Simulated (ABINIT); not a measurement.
Write an ASE script for ABINIT 10.8.3 (patched build) that does the following.

```
Task                : single point
Functional          : PBE
Potentials or basis : JTH PAW PBE v2.0
Cutoff              : 1116 eV
k mesh              : 9 × 8 × 6
Occupations         : fermi-dirac, width 0.05 eV
Spin                : collinear spin, ferromagnetic start
Starting moments    : [1.0, 1.0, 0.0, 0.0] μB
Fine-grid cutoff    : 1714.32 eV
```

The structure of SiNi lies in POSCAR:

```
SiNi
1.0
    2.9427706600      0.0000000000      0.0000000000
    0.0000000000      3.2803255400      0.0000000000
    0.0000000000      0.0000000000      4.6774467600
Ni Si
2 2
Direct
    0.5000000000      0.5000000000      0.3424955900
    0.0000000000      0.0000000000      0.6575044100
    0.5000000000      0.5000000000      0.8431431600
    0.0000000000      0.0000000000      0.1568568400
```

The cell is a database's computed one.

One way to write it, as run:

run.py

```python
import json, os
import numpy as np
from ase.units import GPa
from ase.calculators.abinit import Abinit, AbinitProfile
from ase.io import read

atoms = read('POSCAR')
atoms.set_initial_magnetic_moments([1.0, 1.0, 0.0, 0.0])

profile = AbinitProfile(command='mpirun --bind-to none -np 4 abinit', pp_paths=[os.path.abspath('pseudos')])
params = dict(
    pps='pawxml', xc='PBE',
    chksymtnons=0,
    tolsym=1e-06,
    ecut=1115.6668,
    pawecutdg=1714.3173,
    pawxcdev=0,
    kptopt=1,
    ngkpt=[9, 8, 6],
    nshiftk=1,
    shiftk=[0.0, 0.0, 0.0],
    ixc=11,
    nband=27,
    occopt=3,
    tsmear=0.05,
    nstep=100,
    tolvrs=1e-09,
    prtwf=0,
    prtden=0,
)

atoms.calc = Abinit(profile=profile, directory='run', **params)
energy = atoms.get_potential_energy()
forces = atoms.get_forces()
stress = atoms.get_stress()
print(f'energy {energy:.6f} eV')
print('forces (eV/A)')
print(np.round(forces, 5))
print('stress (GPa, Voigt, tension positive)', np.round(stress / GPa, 4))
json.dump(dict(energy=energy, forces=forces.tolist(), stress=stress.tolist(), cell=atoms.cell.tolist(), frac=atoms.get_scaled_positions(wrap=False).tolist()), open('results.json', 'w'))
```

Potentials or basis: JTH PAW PBE v2.0.

Launch:

```bash
$ python run.py
```

Results of the run:

```
Pressure                                              : 7.0 GPa
Largest force                                         : 0.045 eV/Å
Band gap on the k mesh                                : none (metal or under the smearing width)
Net moment                                            : 0.00 μB per cell
Valence electrons inside the program's atomic spheres : Ni 15.93; Si 1.56
```

Caveat: small starting moments can end in a higher magnetic state in this program.

It took 10 min on 4 threads of Arm Neoverse V2, with other jobs on the host, peak memory 1.1 GiB.
